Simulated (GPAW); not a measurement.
Runs of GPAW 26.7.0 on Pb. Symmetry: Im-3m, No. 229, cubic system. Conventional cell: a = 3.959 Å, b = 3.959 Å, c = 3.959 Å, α = 90.00°, β = 90.00°, γ = 90.00°. Pb (site symmetry m-3m) has 8 Pb at 3.43 Å as nearest neighbours. This isn't the form of Pb at room conditions, which is fcc.

```csv
level,potentials or basis,cell,smearing,gap on the mesh (eV),pressure (GPa)
LDA,"the program's PAW data sets (release 1.2.1) made for this functional, pw",as given,gaussian 0.1 eV,none,(a)
PBEsol,"PAW data sets generated in the run's folder for this functional, pw",the cell as VASP's run set it,gaussian 0.02 eV,none,-2.3
PBEsol,"PAW data sets generated in the run's folder for this functional, pw",as given,gaussian 0.02 eV,none,-2.3
RPBE,"the program's PAW data sets (release 1.2.1) made for this functional, pw",as given,gaussian 0.02 eV,none,2.0
```

Alike in all rows: task single point; no spin polarisation; k mesh 9 × 9 × 9; cutoff (eV) 600.

Q: Estimate the missing entries.

A: (a) -3.7.

A k mesh can miss the band edges, and the runs leave out spin-orbit coupling on Pb.

A gap of «none» marks a metal or a gap under the smearing width.
